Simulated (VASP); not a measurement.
Write the native input for VASP 6.6.1 that does the following.

| Item | Value |
| --- | --- |
| Task | relaxation of the atoms |
| Functional | LDA |
| Potentials or basis | VASP PAW LDA potentials, release 64 (Na_pv, F) |
| Cutoff | 600 eV |
| k mesh | 10 × 10 × 10 |
| Occupations | gaussian, width 0.03 eV |
| Spin | no spin polarisation |
| Further INCAR settings | ALGO = Normal; EDIFF = 1e-07; IBRION = 2; EDIFFG = -0.01; NSW = 40 |

The structure of NaF (Villiaumite) lies in POSCAR:

```
NaF                                     
1.0
    0.0000000000      2.2339906970      2.2339906970
    2.2339906970      0.0000000000      2.2339906970
    2.2339906970      2.2339906970      0.0000000000
  Na              F             
     1     1
Direct
     0.0000000000000000    0.0000000000000000    0.0000000000000000
     0.5000000000000000    0.5000000000000000    0.5000000000000000
```

The cell isn't the ideal one: a relaxed cell with its volume scaled by 0.98.

These files were run (other wordings do the same):

INCAR

```
ALGO = Normal
EDIFF = 1E-7
EDIFFG = -0.01
ENCUT = 600
GGA = CA
IBRION = 2
ISIF = 2
ISMEAR = 0
LASPH = True
LCHARG = False
LREAL = False
LWAVE = False
NELM = 80
NSW = 40
PREC = Accurate
SIGMA = 0.03
```

KPOINTS

```
k-points
0
Gamma
  10 10 10
```

Potentials or basis: VASP PAW LDA potentials, release 64 (Na_pv, F).

Command:

```console
$ cat potpaw_LDA.64/Na_pv/POTCAR potpaw_LDA.64/F/POTCAR > POTCAR
$ mpirun -np 1 vasp_std > vasp.out
```

Results of the run:

* Pressure after relaxing: 1.4 GPa
* Band gap on the k mesh: 6.58 eV, direct

Caveat: the relaxation stopped at its first step, so nothing moved.

Wall time 6.5 s on 1 thread of AMD EPYC 9R45 96-Core Processor (Zen 5) (shared host), peak memory 0.11 GiB.
